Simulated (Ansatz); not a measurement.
Relaxation of a periodic cell of 17 atoms, Si (host Si, host structure diamond, interstitial Si), to a largest force component of 0.03 eV/Å in at most 60 steps.

Theory: Ansatz, DFT PBE-D3(BJ), scalar-relativistic, plane waves, PAW. Settings: PAW set soft_1, cutoff 420 eV, k mesh 2x2x2, gaussian smearing 0.05 eV, no spin polarisation.

```xyz
17
Lattice="0.0000 5.4300 5.4300 5.4300 0.0000 5.4300 5.4300 5.4300 0.0000" Properties=species:S:1:pos:R:3:forces:R:3
Si 0.000 0.000 0.000 0.14 0.14 -0.14
Si 1.357 1.357 1.357 -0.13 -0.13 0.04
Si 2.715 2.715 0.000 0.24 0.39 2.19
Si 4.072 4.072 1.357 0.32 0.28 -0.29
Si 2.715 0.000 2.715 0.12 0.02 -0.12
Si 4.072 1.357 4.072 -0.02 -0.12 0.12
Si 5.430 2.715 2.715 -1.70 0.23 -0.18
Si 6.787 4.072 4.072 -0.24 1.73 0.16
Si 0.000 2.715 2.715 0.05 0.13 -0.13
Si 1.357 4.072 4.072 -0.13 -0.05 0.13
Si 2.715 5.430 2.715 0.36 -2.57 -0.46
Si 4.072 6.787 4.072 2.62 -0.37 0.43
Si 2.715 2.715 5.430 0.12 0.12 -0.03
Si 4.072 4.072 6.787 -0.14 -0.14 0.14
Si 5.430 5.430 5.430 -0.28 -0.31 0.29
Si 6.787 6.787 6.787 -0.34 -0.20 -2.04
Si 7.501 7.423 8.837 -1.00 0.84 -0.12
```

**Question.** Where does it end, and by what steps?

**Answer.** The run converged. Limits of this set-up: coarse k mesh, a small cell, in which the defect meets its images. After 14 steps the energy has fallen by 1.018 eV; Si1 moved furthest, 0.47 Å. Joined: Si1–Si17 (3.51 → 2.61 Å).

| step | energy less start (eV) | largest force component (eV/Å) | accepted |
| --- | --- | --- | --- |
| 0 | 0.0000 | 2.622 | yes |
| 1 | -0.7277 | 1.117 | yes |
| 2 | -0.9716 | 0.124 | yes |
| 3 | -0.9859 | 0.094 | yes |
| 4 | -0.9889 | 0.032 | yes |
| 5 | -0.9912 | 0.062 | yes |
| 6 | -0.9876 | 0.183 | no |
| 7 | -0.9970 | 0.053 | yes |
| 8 | -1.0058 | 0.077 | yes |
| 9 | -1.0044 | 0.174 | no |
| 10 | -1.0146 | 0.052 | yes |
| 11 | -1.0157 | 0.060 | yes |
| 12 | -1.0039 | 0.225 | no |
| 13 | -1.0178 | 0.041 | yes |
| 14 | -1.0183 | 0.020 | yes |

```xyz
17
Lattice="0.0000 5.4300 5.4300 5.4300 0.0000 5.4300 5.4300 5.4300 0.0000" Properties=species:S:1:pos:R:3
Si 0.277 0.272 -0.274
Si 1.421 1.412 1.428
Si 2.831 2.833 0.193
Si 4.324 4.324 1.106
Si 2.683 -0.032 2.755
Si 4.009 1.416 4.010
Si 5.241 2.833 2.597
Si 6.744 4.087 4.117
Si -0.025 2.672 2.754
Si 1.420 3.998 4.016
Si 2.831 5.236 2.598
Si 4.087 6.741 4.118
Si 2.683 2.672 5.459
Si 3.988 3.979 6.877
Si 5.334 5.330 5.528
Si 6.743 6.742 6.773
Si 7.210 7.208 9.082
```

Whether the end is a true minimum wasn't checked by a vibrational analysis.

The run took 77 s on 1 thread of Arm Neoverse V1, on a shared host, peak memory 0.5 GiB.
